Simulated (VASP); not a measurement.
# InAs (F-43m) in VASP: band structure with HSE06

Aim: the band structure of InAs with HSE06.

Program: VASP 6.6.1. These are calculated values, not measurements. Logs are shortened: lines on timing, memory, paths and dates and some standing lists are left out, and cuts for length are marked.

**The experiment to reproduce.**

A printed reference work, data compilation reports, for a bulk crystal of InAs at 4.2 K: band gap 0.418 eV (direct).

The results are compared with them further down.

**1. The structure**

It takes space group F-43m (No. 216, cubic). The conventional cell has a = 6.090 Å, b = 6.090 Å, c = 6.090 Å, α = 90.00°, β = 90.00°, γ = 90.00°. In (site symmetry -43m) is surrounded by 4 As at 2.64 Å. As (site symmetry -43m) has 4 In at 2.64 Å as nearest neighbours.

**2. Band structure, HSE06**

Input file POSCAR:

```
InAs                                    
1.0
    0.0000000000      3.0451190924      3.0451190924
    3.0451190924      0.0000000000      3.0451190924
    3.0451190924      3.0451190924      0.0000000000
  In              As            
     1     1
Direct
     0.0000000000000000    0.0000000000000000    0.0000000000000000
     0.2500000000000000    0.2500000000000000    0.2500000000000000
```

Input file INCAR.step1:

```
  ALGO = Normal
  EDIFF = 1E-5
  ENCUT = 520
  GGA = PE
  ISIF = 2
  ISMEAR = 0
  KPAR = 4
  LASPH = True
  LCHARG = False
  LREAL = False
  LWAVE = True
  NELM = 80
  PREC = Accurate
  SIGMA = 0.02
```

Input file INCAR.step2:

```
  ALGO = Normal
  EDIFF = 1E-7
  ENCUT = 520
  GGA = PE
  HFSCREEN = 0.2
  ISIF = 2
  ISMEAR = 0
  ISTART = 1
  KPAR = 4
  LASPH = True
  LCHARG = False
  LHFCALC = True
  LREAL = False
  LWAVE = False
  NELM = 80
  PREC = Accurate
  PRECFOCK = Fast
  SIGMA = 0.02
```

Input file KPOINTS:

```
k-points
0
Gamma
  6 6 6
```

Input file KPOINTS_OPT:

```
path GXWKGLUWLK,UX
10
line-mode
reciprocal
 0.0000000000  0.0000000000  0.0000000000  G
 0.5000000000  0.0000000000  0.5000000000  X

 0.5000000000  0.0000000000  0.5000000000  X
 0.5000000000  0.2500000000  0.7500000000  W

 0.5000000000  0.2500000000  0.7500000000  W
 0.3750000000  0.3750000000  0.7500000000  K

 0.3750000000  0.3750000000  0.7500000000  K
 0.0000000000  0.0000000000  0.0000000000  G

 0.0000000000  0.0000000000  0.0000000000  G
 0.5000000000  0.5000000000  0.5000000000  L

 0.5000000000  0.5000000000  0.5000000000  L
 0.6250000000  0.2500000000  0.6250000000  U

 0.6250000000  0.2500000000  0.6250000000  U
 0.5000000000  0.2500000000  0.7500000000  W

 0.5000000000  0.2500000000  0.7500000000  W
 0.5000000000  0.5000000000  0.5000000000  L

 0.5000000000  0.5000000000  0.5000000000  L
 0.3750000000  0.3750000000  0.7500000000  K

 0.6250000000  0.2500000000  0.6250000000  U
 0.5000000000  0.0000000000  0.5000000000  X
```

Potentials or basis: VASP PAW PBE potentials, release 64 (In_d, As).

Launch:

```console
$ cat potpaw_PBE.64/In_d/POTCAR potpaw_PBE.64/As/POTCAR > POTCAR
$ cp INCAR.step1 INCAR
$ mpirun -np 4 vasp_std > vasp.out
$ cp INCAR.step2 INCAR
$ mpirun -np 4 vasp_std > vasp.out
```

OUTCAR:

```text
EDIFF = 1E-7
   ENCUT = 520
   GGA = PE
   HFSCREEN = 0.2
   ISIF = 2
   ISMEAR = 0
   ISTART = 1
   LASPH = True
   LHFCALC = True
   LREAL = False
   NELM = 80
   PREC = Accurate
   PRECFOCK = Fast

 ion  position               nearest neighbor table
   1  0.000  0.000  0.000-   2 2.64   2 2.64   2 2.64   2 2.64
   2  0.250  0.250  0.250-   1 2.64   1 2.64   1 2.64   1 2.64

  LATTYP: Found a face centered cubic cell.
 ALAT       =     6.0902381848

  Lattice vectors:

 A1 = (   0.0000000000,   3.0451190924,   3.0451190924)
 A2 = (   3.0451190924,   0.0000000000,   3.0451190924)
 A3 = (   3.0451190924,   3.0451190924,   0.0000000000)

Analysis of symmetry for initial positions (statically):
=====================================================================
 Subroutine PRICEL returns:
 Original cell was already a primitive cell.

 Routine SETGRP: Setting up the symmetry group for a
 face centered cubic supercell.

 Subroutine GETGRP returns: Found 24 space group operations
 (whereof 24 operations were pure point group operations)
 out of a pool of 48 trial point group operations.

The static configuration has the point symmetry T_d .

Analysis of symmetry for dynamics (positions and initial velocities):
=====================================================================
 Subroutine PRICEL returns:
 Original cell was already a primitive cell.

 Routine SETGRP: Setting up the symmetry group for a
 face centered cubic supercell.

 Subroutine GETGRP returns: Found 24 space group operations
 (whereof 24 operations were pure point group operations)
 out of a pool of 48 trial point group operations.

The dynamic configuration has the point symmetry T_d .

 Subroutine INISYM returns: Found 24 space group operations
 (whereof 24 operations are pure point group operations),
 and found     1 'primitive' translations

----------------------------------------------------------------------------------------

                                     Primitive cell

  volume of cell :      56.4733

  direct lattice vectors                    reciprocal lattice vectors
     0.000000000  3.045119092  3.045119092    -0.164197191  0.164197191  0.164197191
     3.045119092  0.000000000  3.045119092     0.164197191 -0.164197191  0.164197191
     3.045119092  3.045119092  0.000000000     0.164197191  0.164197191 -0.164197191

  length of vectors
     4.306448720  4.306448720  4.306448720     0.284397877  0.284397877  0.284397877

  position of ions in fractional coordinates (direct lattice)
     0.000000000  0.000000000  0.000000000
     0.250000000  0.250000000  0.250000000

  ion indices of the primitive-cell ions
   primitive index   ion index
                 1           1
                 2           2

----------------------------------------------------------------------------------------

 KPOINTS: k-points

Automatic generation of k-mesh.
 Grid dimensions read from file:
 generate k-points for:    6    6    6

 Generating k-lattice:

  Cartesian coordinates                     Fractional coordinates (reciprocal lattice)
    -0.027366198  0.027366198  0.027366198     0.166666667  0.000000000  0.000000000
     0.027366198 -0.027366198  0.027366198     0.000000000  0.166666667  0.000000000
     0.027366198  0.027366198 -0.027366198     0.000000000  0.000000000  0.166666667

  Length of vectors
     0.047399646  0.047399646  0.047399646

  Shift w.r.t. Gamma in fractional coordinates (k-lattice)
     0.000000000  0.000000000  0.000000000

 Subroutine IBZKPT returns following result:
 ===========================================

 Found     16 irreducible k-points:

 Following reciprocal coordinates:
            Coordinates               Weight
  0.000000  0.000000  0.000000      1.000000
  0.166667  0.000000  0.000000      8.000000
  0.333333  0.000000  0.000000      8.000000
  0.500000  0.000000  0.000000      4.000000
  0.166667  0.166667  0.000000      6.000000
  0.333333  0.166667  0.000000     24.000000
[... 8 lines left out ...]
 -0.333333  0.333333  0.166667     24.000000
 -0.333333  0.500000  0.166667     12.000000
   k-points           NKPTS =     16   k-points in BZ     NKDIM =    216   number of bands    NBANDS=     13
   number of dos      NEDOS =    301   number of ions     NIONS =      2
   total plane-waves  NPLWV =  32768
   dimension x,y,z NGX =    32 NGY =   32 NGZ =   32
   dimension x,y,z NGXF=    64 NGYF=   64 NGZF=   64
   ions per type =               1   1
   NGX,Y,Z   is equivalent  to a cutoff of  12.35, 12.35, 12.35 a.u.
   NGXF,Y,Z  is equivalent  to a cutoff of  24.71, 24.71, 24.71 a.u.
 SYSTEM =  unknown system
   PREC   = accura    normal or accurate (medium, high low for compatibility)
   ISTART =      1    job   : 0-new  1-cont  2-samecut
   ICHARG =      0    charge: 1-file 2-atom 10-const
   ISPIN  =      1    spin polarized calculation?
   LNONCOLLINEAR =      F non collinear calculations
   LSORBIT =      F    spin-orbit coupling
   LASPH  =      T    aspherical Exc in radial PAW
   ENCUT  =  520.0 eV  38.22 Ry    6.18 a.u.   8.01  8.01  8.01*2*pi/ulx,y,z
   NELM   =     80;   NELMIN=  2; NELMDL=  0     # of ELM steps
   EDIFF  = 0.1E-06   stopping-criterion for ELM
   LREAL  =      F    real-space projection
   EDIFFG = 0.1E-05   stopping-criterion for IOM
   NSW    =      0    number of steps for IOM
   IBRION =     -1    ionic relax: 0-MD 1-quasi-New 2-CG
   NFREE  =      0    steps in history (QN), initial steepest desc. (CG)
   ISIF   =      2    stress and relaxation
   ISYM   =      3    0-nonsym 1-usesym 2-fastsym
   POTIM  = 0.5000    time-step for ionic-motion
   TEBEG  =    0.0;   TEEND  =   0.0 temperature during run
   PSTRESS=    0.0 pullay stress
   NELECT =      18.0000    total number of electrons
   NUPDOWN=      -1.0000    fix difference up-down
   EMIN   =  10.00;   EMAX   =-10.00  energy-range for DOS
   EFERMI =   0.00;   METHOD = LEGACY
   ISMEAR =     0;   SIGMA  =   0.02  broadening in eV -4-tet -1-fermi 0-gaus
   EFERMI_NEDOS =   21; number of points for ismear=-14 and -15
   IALGO  =     38    algorithm
   IMIX   =      1    mixing-type and parameters
     AMIX     =   0.40;   BMIX     =  1.00
     AMIX_MAG =   1.60;   BMIX_MAG =  1.00
  volume/ion in A,a.u.               =      28.24       190.55
  Fermi-wavevector in a.u.,A,eV,Ry     =   1.118282  2.113247 17.014833  1.250555
  Thomas-Fermi vector in A             =   2.254912
   LORBIT       =      0    0 simple, 1 ext, 2 COOP (PROOUT), +10 PAW based schemes
   GGA     = PE    functional components
   LHFCALC =     T    Hartree Fock is set to
   PRECFOCK=fast      Normal, Fast or Accurate (Low or Medium for compatibility)
   ENCUT4O =  -1.0   cutoff for four orbital integrals eV
   NKREDX  =     1    reduce k-point grid by
   NKREDY  =     1    reduce k-point grid by
   NKREDZ  =     1    reduce k-point grid by
   AEXX    =    0.2500 exact exchange contribution
   HFSCREEN=    0.2000 screening length (either q_TF or 0.3 A-1)
   HFSCREENC=   0.2000 screening length for correlation (either q_TF or 0.3 A-1)
   ENCUTFOCK=  -1.0 apply spherical cutoff to Coloumb kernel
   IVDW    =     0    specifies the selected vdW correction
   LEPSILON=     F    determine dielectric tensor
   LRPA    =     F    only Hartree local field effects (RPA)
 non-spin polarized calculation
 Gauss-broadening in eV      SIGMA  =   0.02
  energy-cutoff  :      520.00
  volume of cell :       56.47
 maximum number of plane-waves:      1536
  NGX = 18; NGY = 18; NGZ = 18

 number of electron      17.9999992 magnetization

 Free energy of the ion-electron system (eV)
  ---------------------------------------------------
  ext. energy  EPLUGINS =         0.00000000
  ---------------------------------------------------
  free energy    TOTEN  =        -9.24474273 eV

  energy without entropy =       -9.24474273  energy(sigma->0) =       -9.24474273

 E-fermi :   3.9740     XC(G=0):  -7.4956

 val. band max:        3.8797956346   @ k =   0.0000   0.0000   0.0000
 cond. band min:       4.3038905876   @ k =   0.0000   0.0000   0.0000
 fundamental gap:      0.4240949530
 Fermi energy:         3.9739880351

 k-point     1 :       0.0000    0.0000    0.0000
  band No.  band energies     occupation
      1     -12.2224      2.00000
      2     -12.2224      2.00000
      3     -12.2224      2.00000
      4     -12.0977      2.00000
      5     -12.0977      2.00000
      6      -9.0184      2.00000
      7       3.8798      2.00000
      8       3.8798      2.00000
      9       3.8798      2.00000
     10       4.3039      0.00000
     11       8.5566      0.00000
     12       8.5566      0.00000
     13       8.5566      0.00000

 k-point     2 :       0.1667    0.0000    0.0000
  band No.  band energies     occupation
      1     -12.2498      2.00000
      2     -12.2133      2.00000
      3     -12.2133      2.00000
      4     -12.0977      2.00000
      5     -12.0977      2.00000
      6      -8.7228      2.00000
      7       1.3398      2.00000
      8       3.5569      2.00000
      9       3.5569      2.00000
     10       5.7473      0.00000
     11       8.9449      0.00000
     12       9.0203      0.00000
     13       9.0203      0.00000

 k-point     3 :       0.3333    0.0000    0.0000
  band No.  band energies     occupation
      1     -12.3012      2.00000
      2     -12.1980      2.00000
      3     -12.1980      2.00000
      4     -12.0946      2.00000
      5     -12.0946      2.00000
      6      -7.9844      2.00000
      7      -1.1399      2.00000
      8       3.0508      2.00000
      9       3.0508      2.00000
     10       5.6540      0.00000
     11       9.3909      0.00000
     12       9.3909      0.00000
     13      10.8791      0.00000
[... 177 lines left out ...]
 k-point    15 :      -0.3333    0.3333    0.1667
  band No.  band energies     occupation
      1     -12.3502      2.00000
      2     -12.1796      2.00000
      3     -12.1615      2.00000
      4     -12.1078      2.00000
      5     -12.0911      2.00000
      6      -7.0305      2.00000
      7      -2.0933      2.00000
      8       0.6303      2.00000
      9       1.7037      2.00000
     10       8.0069      0.00000
     11       8.7426      0.00000
     12      10.3058      0.00000
     13      11.9128      0.00000

 k-point    16 :      -0.3333    0.5000    0.1667
  band No.  band energies     occupation
      1     -12.3656      2.00000
      2     -12.1674      2.00000
      3     -12.1513      2.00000
      4     -12.1181      2.00000
      5     -12.0858      2.00000
      6      -6.8602      2.00000
      7      -2.2265      2.00000
      8       0.9175      2.00000
      9       1.0032      2.00000
     10       7.6454      0.00000
     11       8.0775      0.00000
     12      11.2015      0.00000
     13      11.7301      0.00000

------------------------ aborting loop because EDIFF is reached ----------------------------------------

  FORCE on cell =-STRESS in cart. coord.  units (eV):
  Direction    XX          YY          ZZ          XY          YZ          ZX
  --------------------------------------------------------------------------------------
  -------------------------------------------------------------------------------------
  Total        0.1191126      0.1191126      0.1191126      0.0000000      0.0000000     -0.0000000
  in kB        3.3792911      3.3792911      3.3792911      0.0000000      0.0000000     -0.0000000
  external PRESSURE =       3.3792911 kB  Pullay stress =       0.0000000 kB

 VOLUME and BASIS-vectors are now :
 -----------------------------------------------------------------------------
  energy-cutoff  :      520.00
  volume of cell :       56.47
      direct lattice vectors                 reciprocal lattice vectors
     0.000000000  3.045119092  3.045119092    -0.164197191  0.164197191  0.164197191
     3.045119092  0.000000000  3.045119092     0.164197191 -0.164197191  0.164197191
     3.045119092  3.045119092  0.000000000     0.164197191  0.164197191 -0.164197191

 POSITION                                       TOTAL-FORCE (eV/Angst)
 -----------------------------------------------------------------------------------
      0.00000      0.00000      0.00000        -0.000000      0.000000      0.000000
      1.52256      1.52256      1.52256         0.000000     -0.000000     -0.000000
 -----------------------------------------------------------------------------------
    total drift:                                0.000006      0.000007      0.000005

  FREE ENERGIE OF THE ION-ELECTRON SYSTEM (eV)
  ---------------------------------------------------
  free  energy   TOTEN  =        -9.2447427334 eV

  energy  without entropy=       -9.2447427334  energy(sigma->0) =       -9.24474273
```

Run time: 20 min. Hardware: 4 MPI ranks of Intel Xeon Platinum 8488C (Sapphire Rapids), shared host; peak memory 0.38 GiB.

What came out:

* Free energy: -9.2447 eV
* Pressure: 0.3 GPa
* Band gap on the k mesh: 0.42 eV, direct
* Band gap along the path: 0.42 eV, direct

Levels at the corners of the path, in eV from the valence-band top:
```tsv
point	band 7	band 8	band 9	band 10	band 11	band 12
Γ	0.00	0.00	0.00	0.42	4.68	4.68
X	-6.23	-2.45	-2.45	2.17	2.73	10.19
X	-6.23	-2.45	-2.45	2.17	2.73	10.19
W	-6.06	-3.12	-3.00	4.99	5.06	5.85
W	-6.06	-3.12	-3.00	4.99	5.06	5.85
K	-6.07	-3.44	-2.05	2.78	5.06	8.26
K	-6.07	-3.44	-2.05	2.78	5.06	8.24
Γ	0.00	0.00	0.00	0.42	4.68	4.68
Γ	0.00	0.00	0.00	0.42	4.68	4.68
L	-6.15	-1.04	-1.04	1.61	5.46	5.46
L	-6.15	-1.04	-1.04	1.61	5.46	5.46
U	-6.07	-3.44	-2.05	2.78	5.06	8.24
U	-6.07	-3.44	-2.05	2.78	5.06	8.25
W	-6.06	-3.12	-3.00	4.99	5.06	5.85
W	-6.06	-3.12	-3.00	4.99	5.06	5.85
L	-6.15	-1.04	-1.04	1.61	5.46	5.46
L	-6.15	-1.04	-1.04	1.61	5.46	5.46
K	-6.07	-3.44	-2.05	2.78	5.06	8.24
U	-6.07	-3.44	-2.05	2.78	5.06	8.23
X	-6.23	-2.45	-2.45	2.17	2.73	10.20
```

Caveat: the PAW data sets were made with another functional, which shifts forces and pressure a little; spin-orbit coupling is left out, which moves the levels of the heavy elements.

**3. How close it comes**

Step 2. A measured gap of InAs is 0.418 eV (direct; 4.2 K; a printed reference work, data compilation); the calculated 0.42 eV misses it by +0.01 eV. Spin-orbit coupling on As, In is left out. The value is that of HSE06, without temperature or zero-point motion.
